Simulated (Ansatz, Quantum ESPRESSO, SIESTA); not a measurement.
**NbP: programs and potentials compared**

```
Nb P
1.0
    -1.67492    1.67492    5.74011
     1.67492   -1.67492    5.74011
     1.67492    1.67492   -5.74011
Nb P
2 2
Direct
  0.24988 0.74988 0.50000
  0.49988 0.49988 0.00000
  0.83275 0.33275 0.50000
  0.08275 0.08275 0.00000
```

The cell is a database's computed one, not the measured one.

Alike in all runs: task band structure; functional PBE; k mesh 11 × 11 × 11; occupations fermi-dirac, width 0.05 eV; no spin polarisation; no spin-orbit coupling. Pressure is positive in compression and, in plane waves, holds the error of the finite cutoff.

| program and potentials | plane-wave cutoff (eV) | notes | pressure (GPa) |
| --- | --- | --- | --- |
| Ansatz, all-electron LAPW, scalar-relativistic | - | - | -1.07 |
| SIESTA, files PseudoDojo sr-pbe-0.4.1-standard, DZP (energy shift 0.003 Ry; two zetas on semicore shells) | - | atomic basis | 0.76 |
| Quantum ESPRESSO, PseudoDojo 0.4.1 SR PBE standard | 1116 | - | -1.00 |

The pressure spans -1.07 (Ansatz, all-electron LAPW, scalar-relativistic) to 0.76 GPa (SIESTA, files PseudoDojo sr-pbe-0.4.1-standard, DZP (energy shift 0.003 Ry; two zetas on semicore shells)), with all-electron results at -1.07. Rows in atomic bases carry the error of their basis and grid, which can be large.

Differences between rows come from potentials, basis sets and numerical settings, since the functional is the same but for its coding. Runs on potential files found faulty are left out.
